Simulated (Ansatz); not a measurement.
Consider ZnTe in the zinc blende structure (space group F-43m, No. 216; a = 6.066 Å). Axes: x, y, z lie along the cube axes.

Method: PBEsol/PAW in Ansatz (a first-principles code), no SOC.

Modification: tensile biaxial strain of 1.06 % in the plane normal to [001], as in epitaxy on a mismatched substrate; the out-of-plane cell vector and the atoms relax.

Problem. How does this affect the ratio −ε⊥/ε∥ and energy relative to the base?

Solution. The ratio −ε⊥/ε∥ amounts to 1.12; the energy goes up by 1.3 meV/atom.

Whether these cells are dynamically stable was not tested.
